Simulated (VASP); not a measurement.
# KZnF3: X-ray absorption with a core hole

Wanted: the near-edge structure of KZnF3. The cell has space group Pm-3m. The start is a cell from a database of measured crystal structures.

Method: PBE; plane waves and PAW (Zn, Zn, K_sv, F), in the first sound run; inputs show where later runs differ, in VASP 6.6.1.

**1. Starting point**

It takes space group Pm-3m (No. 221, cubic). The conventional cell has a = 4.050 Å, b = 4.050 Å, c = 4.050 Å, α = 90.00°, β = 90.00°, γ = 90.00°. Zn has 6 F at 2.02 Å nearest. Nearest to K lie 12 F at 2.86 Å. F has 2 Zn at 2.02 to 2.03 Å and 4 K at 2.86 Å nearest. Farther neighbours and most contacts between anions are not listed.

**2. Supercell without a hole**

The cell without a hole gives, with ICORELEVEL = 1, the Kohn-Sham core levels of the initial state. It is a supercell, which puts a hole 8.1 Å from its nearest image.

Input file INCAR:

```
SYSTEM = KZnF3
PREC = Accurate
ENCUT = 400
EDIFF = 1E-06
NELM = 100
ISMEAR = 0
SIGMA = 0.05
LREAL = Auto
ALGO = Normal
GGA = PE
LWAVE = .FALSE.
LCHARG = .FALSE.
NCORE = 8
ICORELEVEL = 1
```

Input file POSCAR:

```
KZnF3
1.0
    8.1000000000      0.0000000000      0.0000000000
    0.0000000000      8.1000000000      0.0000000000
    0.0000000000      0.0000000000      8.1000000000
Zn Zn K F
1 7 8 24
Direct
    0.2500000000      0.2500000000      0.2500000000
    0.2500000000      0.2500000000      0.7500000000
    0.2500000000      0.7500000000      0.2500000000
    0.2500000000      0.7500000000      0.7500000000
    0.7500000000      0.2500000000      0.2500000000
    0.7500000000      0.2500000000      0.7500000000
    0.7500000000      0.7500000000      0.2500000000
    0.7500000000      0.7500000000      0.7500000000
    0.0000000000      0.0000000000      0.0000000000
    0.0000000000      0.0000000000      0.5000000000
    0.0000000000      0.5000000000      0.0000000000
    0.0000000000      0.5000000000      0.5000000000
    0.5000000000      0.0000000000      0.0000000000
    0.5000000000      0.0000000000      0.5000000000
    0.5000000000      0.5000000000      0.0000000000
    0.5000000000      0.5000000000      0.5000000000
    0.2500000000      0.2500000000      0.0000000000
    0.2500000000      0.2500000000      0.5000000000
    0.2500000000      0.7500000000      0.0000000000
    0.2500000000      0.7500000000      0.5000000000
    0.7500000000      0.2500000000      0.0000000000
    0.7500000000      0.2500000000      0.5000000000
    0.7500000000      0.7500000000      0.0000000000
    0.7500000000      0.7500000000      0.5000000000
    0.0000000000      0.2500000000      0.2500000000
    0.0000000000      0.2500000000      0.7500000000
    0.0000000000      0.7500000000      0.2500000000
    0.0000000000      0.7500000000      0.7500000000
    0.5000000000      0.2500000000      0.2500000000
    0.5000000000      0.2500000000      0.7500000000
    0.5000000000      0.7500000000      0.2500000000
    0.5000000000      0.7500000000      0.7500000000
    0.2500000000      0.0000000000      0.2500000000
    0.2500000000      0.0000000000      0.7500000000
    0.2500000000      0.5000000000      0.2500000000
    0.2500000000      0.5000000000      0.7500000000
    0.7500000000      0.0000000000      0.2500000000
    0.7500000000      0.0000000000      0.7500000000
    0.7500000000      0.5000000000      0.2500000000
    0.7500000000      0.5000000000      0.7500000000
```

Input file KPOINTS:

```
Automatic mesh
0
Gamma
3 3 3
0 0 0
```

Potentials, in the order of the species: Zn, Zn, K_sv and F (PBE family, release 64).

Command:

```
> mpirun -np 8 vasp_std
```

The program printed:

```text
[banner, memory and clock lines left out]
running    8 mpi-ranks, on    1 nodes
 distrk:  each k-point on    8 cores,    1 groups
 distr:  one band on    8 cores,    1 groups

 POSCAR found type information on POSCAR ZnZnK F
 POSCAR found :  4 types and      40 ions
|                                                                             |
|           W    W    AA    RRRRR   N    N  II  N    N   GGGG   !!!           |
|           W    W   A  A   R    R  NN   N  II  NN   N  G    G  !!!           |
|           W    W  A    A  R    R  N N  N  II  N N  N  G       !!!           |
|           W WW W  AAAAAA  RRRRR   N  N N  II  N  N N  G  GGG   !            |
|           WW  WW  A    A  R   R   N   NN  II  N   NN  G    G                |
|           W    W  A    A  R    R  N    N  II  N    N   GGGG   !!!           |
|                                                                             |
|     For optimal performance we recommend to set                             |
|       NCORE = 2 up to number-of-cores-per-socket                            |
|     NCORE specifies how many cores store one orbital (NPAR=cpu/NCORE).      |
|     This setting can greatly improve the performance of VASP for DFT.       |
|     The default, NCORE=1 might be grossly inefficient on modern             |
|     multi-core architectures or massively parallel machines. Do your        |
|     Unfortunately you need to use the default for GW and RPA                |
|     calculations (for HF NCORE is supported but not extensively tested      |
|     yet).                                                                   |
|                                                                             |

 LDA part: xc-table for (Slater+PW92), standard interpolation
 POSCAR, INCAR and KPOINTS ok, starting setup
 FFT: planning ... GRIDC
 FFT: planning ... GRID_SOFT
 FFT: planning ... GRID
 WAVECAR not read
 entering main loop
       N       E                     dE             d eps       ncg     rms          rms(c)
DAV:   1     0.447504314364E+04    0.44750E+04   -0.13496E+05  1608   0.167E+03
DAV:   2     0.549784261809E+03   -0.39253E+04   -0.37210E+04  1728   0.514E+02
DAV:   3    -0.133376283563E+03   -0.68316E+03   -0.67433E+03  1747   0.222E+02
DAV:   4    -0.178326405166E+03   -0.44950E+02   -0.44685E+02  1936   0.584E+01
DAV:   5    -0.179666460886E+03   -0.13401E+01   -0.13375E+01  2672   0.902E+00    0.317E+01
DAV:   6    -0.162109388755E+03    0.17557E+02   -0.57445E+01  2320   0.384E+01    0.193E+01
DAV:   7    -0.162788603952E+03   -0.67922E+00   -0.14975E+01  1856   0.100E+01    0.132E+01
DAV:   8    -0.163261571387E+03   -0.47297E+00   -0.85832E+00  2192   0.270E+01    0.685E+00
DAV:   9    -0.162653703073E+03    0.60787E+00   -0.14400E+00  2312   0.134E+01    0.275E+00
DAV:  10    -0.162562391631E+03    0.91311E-01   -0.14627E+00  2440   0.112E+01    0.836E-01
DAV:  11    -0.162582913568E+03   -0.20522E-01   -0.35980E-01  1984   0.238E+00    0.397E-01
DAV:  12    -0.162584676209E+03   -0.17626E-02   -0.27361E-02  2144   0.701E-01    0.268E-01
DAV:  13    -0.162584049609E+03    0.62660E-03   -0.59391E-03  2168   0.786E-01    0.185E-01
DAV:  14    -0.162583971839E+03    0.77770E-04   -0.10463E-03  2424   0.214E-01    0.135E-01
DAV:  15    -0.162583859438E+03    0.11240E-03   -0.10747E-03  2240   0.160E-01    0.264E-02
DAV:  16    -0.162583884098E+03   -0.24660E-04   -0.12915E-04  1792   0.359E-02    0.220E-02
DAV:  17    -0.162583877338E+03    0.67595E-05   -0.26857E-05  1888   0.149E-02    0.543E-03
DAV:  18    -0.162583877144E+03    0.19428E-06   -0.14093E-06  1224   0.417E-03
   1 F= -.16258388E+03 E0= -.16258388E+03  d E =-.142400E-16
```

Wall time 57 s (8 MPI ranks of AMD EPYC 9R45, shared host); peak memory 1.3 GiB.

Lines that name or quote the potential files are left out of all logs, and their timing lines are given in words.

OUTCAR, selected parts (step 2):

```text
ion  position               nearest neighbor table
   1  0.250  0.250  0.250-  17 2.02  18 2.02  25 2.02  29 2.02  33 2.02  35 2.02
   2  0.250  0.250  0.750-  17 2.02  18 2.02  26 2.02  30 2.02  34 2.02  36 2.02
   3  0.250  0.750  0.250-  19 2.02  20 2.02  27 2.02  31 2.02  33 2.02  35 2.02
   4  0.250  0.750  0.750-  19 2.02  20 2.02  28 2.02  32 2.02  34 2.02  36 2.02
   5  0.750  0.250  0.250-  21 2.02  22 2.02  25 2.02  29 2.02  37 2.02  39 2.02
   6  0.750  0.250  0.750-  21 2.02  22 2.02  26 2.02  30 2.02  38 2.02  40 2.02
   7  0.750  0.750  0.250-  23 2.02  24 2.02  27 2.02  31 2.02  37 2.02  39 2.02
   8  0.750  0.750  0.750-  23 2.02  24 2.02  28 2.02  32 2.02  38 2.02  40 2.02
   9  0.000  0.000  0.000-
  10  0.000  0.000  0.500-
  11  0.000  0.500  0.000-
  12  0.000  0.500  0.500-
  13  0.500  0.000  0.000-
  14  0.500  0.000  0.500-
  15  0.500  0.500  0.000-
  16  0.500  0.500  0.500-
  17  0.250  0.250  0.000-   1 2.02   2 2.02
  18  0.250  0.250  0.500-   1 2.02   2 2.02
  19  0.250  0.750  0.000-   3 2.02   4 2.02
  20  0.250  0.750  0.500-   3 2.02   4 2.02
  21  0.750  0.250  0.000-   5 2.02   6 2.02
  22  0.750  0.250  0.500-   5 2.02   6 2.02
  23  0.750  0.750  0.000-   7 2.02   8 2.02
  24  0.750  0.750  0.500-   7 2.02   8 2.02
  25  0.000  0.250  0.250-   1 2.02   5 2.02
  26  0.000  0.250  0.750-   2 2.02   6 2.02
  27  0.000  0.750  0.250-   3 2.02   7 2.02
  28  0.000  0.750  0.750-   4 2.02   8 2.02
  29  0.500  0.250  0.250-   1 2.02   5 2.02
  30  0.500  0.250  0.750-   2 2.02   6 2.02
  31  0.500  0.750  0.250-   3 2.02   7 2.02
  32  0.500  0.750  0.750-   4 2.02   8 2.02
  33  0.250  0.000  0.250-   1 2.02   3 2.02
  34  0.250  0.000  0.750-   2 2.02   4 2.02
  35  0.250  0.500  0.250-   1 2.02   3 2.02
  36  0.250  0.500  0.750-   2 2.02   4 2.02
  37  0.750  0.000  0.250-   5 2.02   7 2.02
  38  0.750  0.000  0.750-   6 2.02   8 2.02
  39  0.750  0.500  0.250-   5 2.02   7 2.02
  40  0.750  0.500  0.750-   6 2.02   8 2.02

  LATTYP: Found a simple cubic cell.
 ALAT       =     8.1000000000

 Subroutine GETGRP returns: Found 48 space group operations
 (whereof  6 operations were pure point group operations)

The static configuration has the point symmetry C_3v.
 The point group associated with its full space group is O_h .

 Found      4 irreducible k-points:

   k-points           NKPTS =      4   k-points in BZ     NKDIM =      4   number of bands    NBANDS=    201

   dimension x,y,z NGX =    54 NGY =   54 NGZ =   54
   dimension x,y,z NGXF=   108 NGYF=  108 NGZF=  108

   ENCUT  =  400.0 eV  29.40 Ry    5.42 a.u.  13.21 13.21 13.21*2*pi/ulx,y,z

   NELECT =     336.0000    total number of electrons

 k-points in reciprocal lattice and weights: Automatic mesh
   0.00000000  0.00000000  0.00000000       0.037
   0.33333333  0.00000000  0.00000000       0.222
   0.33333333  0.33333333  0.00000000       0.444
   0.33333333  0.33333333  0.33333333       0.296

 the core state eigenenergies are
   1-  1s  -9517.6684  2s  -1151.1190  2p   -996.7620  3s   -123.0256  3p    -77.2417

   2-  1s  -9517.6684  2s  -1151.1190  2p   -996.7620  3s   -123.0256  3p    -77.2417

   3-  1s  -9517.6684  2s  -1151.1190  2p   -996.7620  3s   -123.0256  3p    -77.2417

   4-  1s  -9517.6684  2s  -1151.1190  2p   -996.7620  3s   -123.0256  3p    -77.2417

   5-  1s  -9517.6684  2s  -1151.1190  2p   -996.7620  3s   -123.0256  3p    -77.2417

   6-  1s  -9517.6684  2s  -1151.1190  2p   -996.7620  3s   -123.0256  3p    -77.2417

   7-  1s  -9517.6684  2s  -1151.1190  2p   -996.7620  3s   -123.0256  3p    -77.2417

   8-  1s  -9517.6684  2s  -1151.1190  2p   -996.7620  3s   -123.0256  3p    -77.2417

   9-  1s  -3514.4838  2s   -345.7815  2p   -272.4900
  10-  1s  -3514.4838  2s   -345.7815  2p   -272.4900
  11-  1s  -3514.4838  2s   -345.7815  2p   -272.4900
  12-  1s  -3514.4838  2s   -345.7815  2p   -272.4900
  13-  1s  -3514.4838  2s   -345.7815  2p   -272.4900
  14-  1s  -3514.4838  2s   -345.7815  2p   -272.4900
  15-  1s  -3514.4838  2s   -345.7815  2p   -272.4900
  16-  1s  -3514.4838  2s   -345.7815  2p   -272.4900
  17-  1s   -653.7163
  18-  1s   -653.7163
  19-  1s   -653.7162
  20-  1s   -653.7162
  21-  1s   -653.7162
  22-  1s   -653.7162
  23-  1s   -653.7162
  24-  1s   -653.7162
  25-  1s   -653.7163
  26-  1s   -653.7162
  27-  1s   -653.7162
  28-  1s   -653.7162
  29-  1s   -653.7163
  30-  1s   -653.7162
  31-  1s   -653.7162
  32-  1s   -653.7162
  33-  1s   -653.7163
  34-  1s   -653.7162
  35-  1s   -653.7163
  36-  1s   -653.7162
  37-  1s   -653.7162
  38-  1s   -653.7162
  39-  1s   -653.7162
  40-  1s   -653.7162

 E-fermi :  -0.4842

 k-point     1 :       0.0000    0.0000    0.0000
  band No.  band energies     occupation
    ...
    164      -0.7808      2.00000
    165      -0.7808      2.00000
    166      -0.7808      2.00000
    167      -0.7785      2.00000
    168      -0.7785      2.00000
    169       3.0321      0.00000
    170       5.7985      0.00000
    171       5.7985      0.00000
    172       5.7985      0.00000
    173       7.2742      0.00000
    ...

 k-point     2 :       0.3333    0.0000    0.0000
  band No.  band energies     occupation
    ...
    164      -1.2162      2.00000
    165      -1.0741      2.00000
    166      -1.0741      2.00000
    167      -0.7791      2.00000
    168      -0.7785      2.00000
    169       3.5702      0.00000
    170       4.8462      0.00000
    171       6.0626      0.00000
    172       6.0626      0.00000
    173       6.7587      0.00000
    ...

 k-point     3 :       0.3333    0.3333    0.0000
  band No.  band energies     occupation
    ...
    164      -1.3644      2.00000
    165      -1.3086      2.00000
    166      -1.0734      2.00000
    167      -1.0734      2.00000
    168      -1.0047      2.00000
    169       4.0264      0.00000
    170       5.1699      0.00000
    171       5.1699      0.00000
    172       6.0459      0.00000
    173       6.2825      0.00000
    ...

  Total      -11.0746903    -11.0746903    -11.0746903     -0.0000000      0.0000000      0.0000000
  in kB      -33.3877471    -33.3877471    -33.3877471     -0.0000000      0.0000000      0.0000000
  external PRESSURE =     -33.3877471 kB  Pullay stress =       0.0000000 kB

  energy-cutoff  :      400.00
  volume of cell :      531.44
      direct lattice vectors                 reciprocal lattice vectors
     8.100000000  0.000000000  0.000000000     0.123456790  0.000000000  0.000000000
     0.000000000  8.100000000  0.000000000     0.000000000  0.123456790  0.000000000
     0.000000000  0.000000000  8.100000000     0.000000000  0.000000000  0.123456790

 POSITION                                       TOTAL-FORCE (eV/Angst)
 -----------------------------------------------------------------------------------
      2.02500      2.02500      2.02500         0.000000      0.000000      0.000000
      2.02500      2.02500      6.07500         0.000000      0.000000      0.000000
      2.02500      6.07500      2.02500         0.000000      0.000000      0.000000
      2.02500      6.07500      6.07500         0.000000      0.000000      0.000000
      6.07500      2.02500      2.02500         0.000000      0.000000      0.000000
      6.07500      2.02500      6.07500         0.000000      0.000000      0.000000
      6.07500      6.07500      2.02500         0.000000      0.000000      0.000000
      6.07500      6.07500      6.07500         0.000000      0.000000      0.000000
      0.00000      0.00000      0.00000        -0.000001     -0.000001     -0.000001
      0.00000      0.00000      4.05000        -0.000001     -0.000001      0.000001
      0.00000      4.05000      0.00000        -0.000001      0.000001     -0.000001
      0.00000      4.05000      4.05000        -0.000001      0.000001      0.000001
      4.05000      0.00000      0.00000         0.000001     -0.000001     -0.000001
      4.05000      0.00000      4.05000         0.000001     -0.000001      0.000001
      4.05000      4.05000      0.00000         0.000001      0.000001     -0.000001
      4.05000      4.05000      4.05000         0.000001      0.000001      0.000001
      2.02500      2.02500      0.00000         0.000000      0.000000      0.000030
      2.02500      2.02500      4.05000         0.000000      0.000000     -0.000030
      2.02500      6.07500      0.00000         0.000000      0.000000     -0.000000
      2.02500      6.07500      4.05000         0.000000      0.000000      0.000000
      6.07500      2.02500      0.00000         0.000000      0.000000     -0.000000
      6.07500      2.02500      4.05000         0.000000      0.000000      0.000000
      6.07500      6.07500      0.00000         0.000000      0.000000     -0.000003
      6.07500      6.07500      4.05000         0.000000      0.000000      0.000003
      0.00000      2.02500      2.02500         0.000030      0.000000      0.000000
      0.00000      2.02500      6.07500        -0.000000      0.000000      0.000000
      0.00000      6.07500      2.02500        -0.000000      0.000000      0.000000
      0.00000      6.07500      6.07500        -0.000003      0.000000      0.000000
      4.05000      2.02500      2.02500        -0.000030      0.000000      0.000000
      4.05000      2.02500      6.07500         0.000000      0.000000      0.000000
      4.05000      6.07500      2.02500         0.000000      0.000000      0.000000
      4.05000      6.07500      6.07500         0.000003      0.000000      0.000000
      2.02500      0.00000      2.02500         0.000000      0.000030      0.000000
      2.02500      0.00000      6.07500         0.000000     -0.000000      0.000000
      2.02500      4.05000      2.02500         0.000000     -0.000030      0.000000
      2.02500      4.05000      6.07500         0.000000      0.000000      0.000000
      6.07500      0.00000      2.02500         0.000000     -0.000000      0.000000
      6.07500      0.00000      6.07500         0.000000     -0.000003      0.000000
      6.07500      4.05000      2.02500         0.000000      0.000000      0.000000
      6.07500      4.05000      6.07500         0.000000      0.000003      0.000000
 -----------------------------------------------------------------------------------
    total drift:                               -0.000000      0.000000     -0.000000

  FREE ENERGIE OF THE ION-ELECTRON SYSTEM (eV)
  ---------------------------------------------------
  free  energy   TOTEN  =      -162.5838771441 eV

  energy  without entropy=     -162.5838771441  energy(sigma->0) =     -162.58387714

[... 1 further part left out ...]
```

These are scalar-relativistic Kohn-Sham levels of the ground state, with no core hole, so they are not binding energies.

This step gave:

| Quantity | Value |
| --- | --- |
| free energy (TOTEN) | -162.5839 eV |
| Fermi energy | -0.4842 eV |
| pressure | -3.339 GPa |

The two shallowest core shells; atoms whose shallowest level rounds to another's at 0.01 eV are left out. Core levels, by row:

```
atom  shell  level below the valence-band top (eV)
 Zn1     3s                                  122.2
 Zn1     3p                                  76.46
  K9     2s                                    345
  K9     2p                                  271.7
 F17     1s                                  652.9
```

(Part 1 of 3 ends here.)

[Lines on the potential files, build, host, timing and source positions are cut from VASP's logs without a mark.]

[Logs are printed without paths, hosts, clocks, repeated set-up lines and the standing remarks that a program may print on its own settings, such as how far it seeks lower states.]

[Hosts, paths, dates, database ids (printed as entryN), source tags and the programs' standing remarks are cut or masked in the printed files.]
